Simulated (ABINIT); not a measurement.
AgBr:

```
Ag Br
1.0
     0.00000    2.87015    2.87015
     2.87015    0.00000    2.87015
     2.87015    2.87015    0.00000
Ag Br
1 1
Direct
  0.00000 0.00000 0.00000
  0.50000 0.50000 0.50000
```

Base run:

| Property | Result |
| --- | --- |
| Program | ABINIT 10.8.3 (patched build) |
| Functional | PBEsol |
| Potentials or basis | PseudoDojo NC SR PBEsol v0.4.1 standard |
| Cutoff | 1116 eV |
| k mesh | 8 × 8 × 8 |
| Occupations | fermi-dirac, width 0.05 eV |
| Spin | no spin polarisation |

Its results: band gap on the k mesh 0.50 eV, indirect (least direct gap 2.45 eV); pressure -1.7 GPa.

The run is repeated on the same cell with these changes: functional from PBEsol to r2SCAN; potentials or basis from PseudoDojo NC SR PBEsol v0.4.1 standard to JTH PAW PBE v2.0; cutoff from 1116 eV to 544 eV; valence electrons from 26 to 18. What comes out?

Band gap on the k mesh 1.23 eV, indirect (least direct gap 3.26 eV); pressure 1.1 GPa.

Caveats: the PAW data sets were made with another functional, which shifts forces and pressure a little (some runs).
